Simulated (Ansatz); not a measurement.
## Ir: course of a relaxation

Theory: Ansatz 0.2.0, DFT r2SCAN, scalar-relativistic, plane waves, PAW. (500 eV cutoff, 20×20×14 k-mesh, Gaussian smearing of 0.10 eV, no spin polarisation)

What was changed: uniaxial strain along a, with b, c and atoms relaxed: -1.0 %.

Spin–orbit coupling is left out, which can shift energies with elements as heavy as these.

Command:

```bash
ansatz run input.yaml --threads 1 --pin off --max-ram 2560MiB --backend cpu --events-out ev --progress --plain --runs-dir out
```

Input:

```yaml
crystal:
  lattice:
    - [1.902867891, 1.902867891, 0.0]
    - [-1.9268940008, 1.9268940008, 0.0]
    - [0.0, 0.0, 3.8537880016]
  atoms:
    - { symbol: Ir, position: [0.0, 0.0, 0.0] }
    - { symbol: Ir, position: [0.5, 0.5, 0.5] }
basis:
  ecutwfc: 500
kpoints:
  mp_grid: { grid: [20, 20, 14] }
hamiltonian:
  xc: r2scan
scf:
  occupations: { method: gaussian, width: 0.1 }
output:
  forces: true
  stress: true
  eigenvalues: true
  write_density: true
  write_potential: true
  elf: true
  volumetric_format: npy
relax:
  adjacent_minimum: "off"
  f_tol: 0.008
  max_steps: 40
  cell: { stress_tol: 0.015, fix: [a, angles] }
```

F is the free energy. Steps run on the plane waves of an earlier cell, but the last one, and at times one on the way, on a freshly chosen basis, so a repeated geometry can differ a little in energy. The held parts of the cell keep their stress, so P needn't end at zero.

Steps:

| step | F − F(1) (eV) | largest force component (eV/Å) | V (Å³/atom) | P (GPa) |
| --- | --- | --- | --- | --- |
| 1 | 0.0000 | 0.000 | 14.130 | 2.01 |
| 2 | 0.0002 | 0.000 | 14.112 | 2.50 |
| 3 | -0.0002 | 0.000 | 14.124 | 2.17 |
| 4 | -0.0002 | 0.000 | 14.124 | 2.17 |

Relaxed structure:

```xyz
2
Lattice="1.9029 1.9029 0.0000 -1.9239 1.9239 0.0000 0.0000 0.0000 3.8582" Properties=species:S:1:pos:R:3 pbc="T T T"
Ir    0.0000    0.0000    0.0000
Ir   -0.0105    1.9134    1.9291
```

It takes space group Immm (No. 71, orthorhombic). Conventional cell: a = 2.691 Å, b = 2.721 Å, c = 3.858 Å, α = 90.00°, β = 90.00°, γ = 90.00°. Around Ir (site symmetry mmm) lie 12 Ir at 2.69 to 2.72 Å.

The run converged. The run took 2.7 min on 1 thread of Intel(R) Xeon(R) Platinum 8488C (Sapphire Rapids), with other jobs on the host, peak memory 0.95 GiB.